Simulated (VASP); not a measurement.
# SiC (Moissanite 3C) (F-43m) in VASP: further runs

One crystal, SiC (Moissanite 3C), is run at these levels: r2SCAN; tasks: single point.

Program: VASP 6.6.1. These are calculated values, not measurements. Logs are shortened: lines on timing, memory, paths and dates and some standing lists are left out, and cuts for length are marked.

## Step 1: The crystal as given

The structure is cubic, space group F-43m (No. 216). Conventional cell: a = 4.358 Å, b = 4.358 Å, c = 4.358 Å, α = 90.00°, β = 90.00°, γ = 90.00°. Around Si (site symmetry -43m) lie 4 C at 1.89 Å. Around C (site symmetry -43m) lie 4 Si at 1.89 Å.

## Step 2: Single point, r2SCAN

INCAR

```
PREC     = Accurate       # precision mode
ENCUT    = 460            # plane-wave cutoff, eV
EDIFF    = 1E-7           # SCF threshold, eV
ISMEAR   = 0              # smearing method
SIGMA    = 0.05           # smearing width, eV
LREAL    = F              # projectors in reciprocal space
LASPH    = T              # aspherical terms in the spheres
NELM     = 100            # most SCF steps
ALGO     = Normal         # electronic algorithm
ISIF     = 2              # what is computed and relaxed
LWAVE    = F              # write WAVECAR
LCHARG   = F              # write CHGCAR
METAGGA  = R2SCAN         # meta-GGA
LMIXTAU  = T            
ADDGRID  = F
```

KPOINTS

```
regular mesh
0
Gamma
  6 6 6
```

POSCAR

```
SiC
1.0
    0.0000000000      2.1790000000      2.1790000000
    2.1790000000      0.0000000000      2.1790000000
    2.1790000000      2.1790000000      0.0000000000
Si C
1 1
Direct
    0.0000000000      0.0000000000      0.0000000000
    0.7500000000      0.7500000000      0.7500000000
```

Potentials or basis: VASP PAW PBE potentials, release 64 (Si, C).

Run with:

```console
$ cat potpaw_PBE.64/Si/POTCAR potpaw_PBE.64/C/POTCAR > POTCAR
$ mpirun -np 1 vasp_std > vasp.out
```

OUTCAR:

```text
PREC = Accurate
   ENCUT = 460
   EDIFF = 1E-7
   ISMEAR = 0
   LREAL = F
   LASPH = T
   NELM = 100
   ISIF = 2
   METAGGA = R2SCAN

 Found     16 irreducible k-points:

 Following reciprocal coordinates:
            Coordinates               Weight
  0.000000  0.000000  0.000000      1.000000
  0.166667  0.000000  0.000000      8.000000
  0.333333  0.000000  0.000000      8.000000
  0.500000  0.000000  0.000000      4.000000
  0.166667  0.166667  0.000000      6.000000
  0.333333  0.166667  0.000000     24.000000
   k-points           NKPTS =     16   k-points in BZ     NKDIM =     16   number of bands    NBANDS=      8
   number of dos      NEDOS =    301   number of ions     NIONS =      2
   total plane-waves  NPLWV =  13824
   dimension x,y,z NGX =    24 NGY =   24 NGZ =   24
   dimension x,y,z NGXF=    48 NGYF=   48 NGZF=   48
   ions per type =               1   1
   NGX,Y,Z   is equivalent  to a cutoff of  12.95, 12.95, 12.95 a.u.
   NGXF,Y,Z  is equivalent  to a cutoff of  25.90, 25.90, 25.90 a.u.
 SYSTEM =  unknown system
   PREC   = accura    normal or accurate (medium, high low for compatibility)
   ISTART =      0    job   : 0-new  1-cont  2-samecut
   ICHARG =      2    charge: 1-file 2-atom 10-const
   ISPIN  =      1    spin polarized calculation?
   LNONCOLLINEAR =      F non collinear calculations
   LSORBIT =      F    spin-orbit coupling
   LASPH  =      T    aspherical Exc in radial PAW
   ENCUT  =  460.0 eV  33.81 Ry    5.81 a.u.   5.39  5.39  5.39*2*pi/ulx,y,z
   NELM   =    100;   NELMIN=  2; NELMDL= -5     # of ELM steps
   EDIFF  = 0.1E-06   stopping-criterion for ELM
   LREAL  =      F    real-space projection
   EDIFFG = 0.1E-05   stopping-criterion for IOM
   NSW    =      0    number of steps for IOM
   IBRION =     -1    ionic relax: 0-MD 1-quasi-New 2-CG
   NFREE  =      0    steps in history (QN), initial steepest desc. (CG)
   ISIF   =      2    stress and relaxation
   ISYM   =      2    0-nonsym 1-usesym 2-fastsym
   POTIM  = 0.5000    time-step for ionic-motion
   TEBEG  =    0.0;   TEEND  =   0.0 temperature during run
   PSTRESS=    0.0 pullay stress
   NELECT =       8.0000    total number of electrons
   NUPDOWN=      -1.0000    fix difference up-down
   EMIN   =  10.00;   EMAX   =-10.00  energy-range for DOS
   EFERMI =   0.00;   METHOD = LEGACY
   ISMEAR =     0;   SIGMA  =   0.05  broadening in eV -4-tet -1-fermi 0-gaus
   EFERMI_NEDOS =   21; number of points for ismear=-14 and -15
   IALGO  =     38    algorithm
   IMIX   =      4    mixing-type and parameters
     AMIX     =   0.40;   BMIX     =  1.00
     AMIX_MAG =   1.60;   BMIX_MAG =  1.00
  volume/ion in A,a.u.               =      10.35        69.82
  Fermi-wavevector in a.u.,A,eV,Ry     =   1.192626  2.253736 19.352338  1.422357
  Thomas-Fermi vector in A             =   2.328660
   LORBIT       =      0    0 simple, 1 ext, 2 COOP (PROOUT), +10 PAW based schemes
   METAGGA = R2SCAN    functional components
   LHFCALC =     F    Hartree Fock is set to
   AEXX    =    0.0000 exact exchange contribution
   IVDW    =     0    specifies the selected vdW correction
   LEPSILON=     F    determine dielectric tensor
   LRPA    =     F    only Hartree local field effects (RPA)
 non-spin polarized calculation
 Gauss-broadening in eV      SIGMA  =   0.05
  energy-cutoff  :      460.00
  volume of cell :       20.69
 maximum number of plane-waves:       475
 NGX is ok and might be reduce to    24
   NGX = 11   NGY = 11   NGZ = 11

 number of electron       8.0000001 magnetization

 Free energy of the ion-electron system (eV)
  ---------------------------------------------------
  ext. energy  EPLUGINS =         0.00000000
  ---------------------------------------------------
  free energy    TOTEN  =       -19.31967439 eV

  energy without entropy =      -19.31967439  energy(sigma->0) =      -19.31967439

 E-fermi :   8.2739     XC(G=0): -11.9324

 val. band max:        7.9890015809   @ k =   0.0000   0.0000   0.0000
 cond. band min:       9.7086927447   @ k =   0.5000   0.5000   0.0000
 fundamental gap:      1.7196911638
 Fermi energy:         8.2738979309

 k-point     1 :       0.0000    0.0000    0.0000
  band No.  band energies     occupation
      1      -8.1932      2.00000
      2       7.9890      2.00000
      3       7.9890      2.00000
      4       7.9890      2.00000
      5      14.8214      0.00000
      6      15.8326      0.00000
      7      15.8326      0.00000
      8      15.8326      0.00000

 k-point     2 :       0.1667    0.0000    0.0000
  band No.  band energies     occupation
      1      -7.6349      2.00000
      2       5.5190      2.00000
      3       7.6431      2.00000
      4       7.6431      2.00000
      5      14.9042      0.00000
      6      16.3838      0.00000
      7      16.3838      0.00000
      8      17.0517      0.00000

 k-point     3 :       0.3333    0.0000    0.0000
  band No.  band energies     occupation
      1      -6.0647      2.00000
      2       1.5646      2.00000
      3       7.1017      2.00000
      4       7.1017      2.00000
      5      14.2356      0.00000
      6      16.1787      0.00000
      7      16.1787      0.00000
      8      18.7874      0.00000

 k-point     4 :       0.5000    0.0000    0.0000
  band No.  band energies     occupation
      1      -4.5676      2.00000
      2      -0.8330      2.00000
      3       6.8812      2.00000
      4       6.8812      2.00000
      5      13.9773      0.00000
      6      15.7344      0.00000
      7      15.7344      0.00000
      8      18.9414      0.00000

 k-point     5 :       0.1667    0.1667    0.0000
  band No.  band energies     occupation
      1      -7.4482      2.00000
      2       6.1095      2.00000
      3       6.8321      2.00000
      4       6.8321      2.00000
      5      14.0571      0.00000
      6      15.9637      0.00000
      7      17.6854      0.00000
      8      17.6854      0.00000

 k-point     6 :       0.3333    0.1667    0.0000
  band No.  band energies     occupation
      1      -6.2035      2.00000
      2       3.0034      2.00000
      3       6.1209      2.00000
      4       6.1666      2.00000
      5      13.4101      0.00000
      6      16.1969      0.00000
      7      17.6472      0.00000
      8      18.3307      0.00000

 [... further k-points ...]

------------------------ aborting loop because EDIFF is reached ----------------------------------------

  FORCE on cell =-STRESS in cart. coord.  units (eV):
  Direction    XX          YY          ZZ          XY          YZ          ZX
  --------------------------------------------------------------------------------------
  -------------------------------------------------------------------------------------
  Total       -0.0598391     -0.0598391     -0.0598391      0.0000000      0.0000000     -0.0000000
  in kB       -4.6333394     -4.6333394     -4.6333394      0.0000000      0.0000000     -0.0000000
  external PRESSURE =      -4.6333394 kB  Pullay stress =       0.0000000 kB

 VOLUME and BASIS-vectors are now :
 -----------------------------------------------------------------------------
  energy-cutoff  :      460.00
  volume of cell :       20.69
      direct lattice vectors                 reciprocal lattice vectors
     0.000000000  2.179000000  2.179000000    -0.229463056  0.229463056  0.229463056
     2.179000000  0.000000000  2.179000000     0.229463056 -0.229463056  0.229463056
     2.179000000  2.179000000  0.000000000     0.229463056  0.229463056 -0.229463056

 POSITION                                       TOTAL-FORCE (eV/Angst)
 -----------------------------------------------------------------------------------
      0.00000      0.00000      0.00000        -0.000000      0.000000     -0.000000
      3.26850      3.26850      3.26850         0.000000     -0.000000      0.000000
 -----------------------------------------------------------------------------------
    total drift:                                0.000001      0.000001      0.000001

  FREE ENERGIE OF THE ION-ELECTRON SYSTEM (eV)
  ---------------------------------------------------
  free  energy   TOTEN  =       -19.3196743938 eV

  energy  without entropy=      -19.3196743938  energy(sigma->0) =      -19.31967439
```

Run time: 9.1 s. Hardware: 1 thread of Intel Xeon 6975P-C (Granite Rapids), shared host; peak memory 0.13 GiB.

The run converged, but some of its settings lie outside the range that counts as converged, so its numbers aren't taken as properties of the crystal.

What came out:

| Property | Result |
| --- | --- |
| Free energy | -19.3197 eV |
| Pressure | -0.5 GPa |
| Band gap on the k mesh | 1.72 eV, indirect (least direct gap 5.06 eV) |

Caveat: the cutoff is under 1.25 times the usual one of these potentials, so pressure, stress and relaxed cells hold a basis-set (Pulay) error; the PAW data sets were made with another functional, which shifts forces and pressure a little.

## Step 3: Single point, r2SCAN

Edit INCAR of step 2 so:

```diff
@@ -4,3 +4,3 @@
 ISMEAR   = 0              # smearing method
-SIGMA    = 0.05           # smearing width, eV
+SIGMA    = 0.5            # smearing width, eV
 LREAL    = F              # projectors in reciprocal space
```

KPOINTS is that of step 2.

POSCAR is that of step 2.

Potentials or basis: VASP PAW PBE potentials, release 64 (Si, C).

Run with:

```console
$ cat potpaw_PBE.64/Si/POTCAR potpaw_PBE.64/C/POTCAR > POTCAR
$ mpirun -np 1 vasp_std > vasp.out
```

OUTCAR:

```text
PREC = Accurate
   ENCUT = 460
   EDIFF = 1E-7
   ISMEAR = 0
   LREAL = F
   LASPH = T
   NELM = 100
   ISIF = 2
   METAGGA = R2SCAN

 Found     16 irreducible k-points:

 Following reciprocal coordinates:
            Coordinates               Weight
  0.000000  0.000000  0.000000      1.000000
  0.166667  0.000000  0.000000      8.000000
  0.333333  0.000000  0.000000      8.000000
  0.500000  0.000000  0.000000      4.000000
[... 142 lines left out ...]

 [... further k-points ...]

------------------------ aborting loop because EDIFF is reached ----------------------------------------

  FORCE on cell =-STRESS in cart. coord.  units (eV):
  Direction    XX          YY          ZZ          XY          YZ          ZX
  --------------------------------------------------------------------------------------
  -------------------------------------------------------------------------------------
  Total       -0.0599918     -0.0599918     -0.0599918      0.0000000      0.0000000     -0.0000000
  in kB       -4.6451577     -4.6451577     -4.6451577      0.0000000      0.0000000     -0.0000000
  external PRESSURE =      -4.6451577 kB  Pullay stress =       0.0000000 kB

 VOLUME and BASIS-vectors are now :
 -----------------------------------------------------------------------------
  energy-cutoff  :      460.00
  volume of cell :       20.69
      direct lattice vectors                 reciprocal lattice vectors
     0.000000000  2.179000000  2.179000000    -0.229463056  0.229463056  0.229463056
     2.179000000  0.000000000  2.179000000     0.229463056 -0.229463056  0.229463056
     2.179000000  2.179000000  0.000000000     0.229463056  0.229463056 -0.229463056

 POSITION                                       TOTAL-FORCE (eV/Angst)
 -----------------------------------------------------------------------------------
      0.00000      0.00000      0.00000        -0.000000     -0.000000     -0.000000
      3.26850      3.26850      3.26850         0.000000      0.000000      0.000000
 -----------------------------------------------------------------------------------
    total drift:                                0.000001      0.000001      0.000001

  FREE ENERGIE OF THE ION-ELECTRON SYSTEM (eV)
  ---------------------------------------------------
  free  energy   TOTEN  =       -19.3197284544 eV

  energy  without entropy=      -19.3192433525  energy(sigma->0) =      -19.31948590
```

OSZICAR:

```text
N       E                     dE             d eps       ncg     rms          rms(c)
DAV:   1    -0.195272738250E+01   -0.19527E+01   -0.41976E+03   256   0.784E+02
DAV:   2    -0.219389907625E+02   -0.19986E+02   -0.19345E+02   360   0.108E+02
DAV:   3    -0.223211300335E+02   -0.38214E+00   -0.38214E+00   296   0.174E+01
[... 14 lines left out ...]
DAV:  18    -0.193197279398E+02    0.45415E-05   -0.52097E-08   128   0.283E-03    0.787E-04
DAV:  19    -0.193197288092E+02   -0.86941E-06   -0.11932E-08   128   0.107E-03    0.315E-04
DAV:  20    -0.193197282575E+02    0.55164E-06   -0.28871E-09   128   0.568E-04    0.154E-04
DAV:  21    -0.193197285291E+02   -0.27155E-06   -0.14816E-09   128   0.477E-04    0.239E-05
DAV:  22    -0.193197284544E+02    0.74670E-07   -0.21091E-10   128   0.148E-04
   1 F= -.19319728E+02 E0= -.19319486E+02  d E =-.485102E-03
```

It took 9.1 s on 1 thread of Intel Xeon 6975P-C (Granite Rapids), shared host; peak memory 0.13 GiB.

The run converged, but some of its settings lie outside the range that counts as converged, so its numbers aren't taken as properties of the crystal.

What came out:

```yaml
Free_energy: -19.3197 eV
Pressure: -0.5 GPa
Band_gap_on_the_k_mesh: 1.72 eV, indirect (least direct gap 5.06 eV)
```

Caveat: the cutoff is under 1.25 times the usual one of these potentials, so pressure, stress and relaxed cells hold a basis-set (Pulay) error; the PAW data sets were made with another functional, which shifts forces and pressure a little.

(Continued in part 2 of 2.)
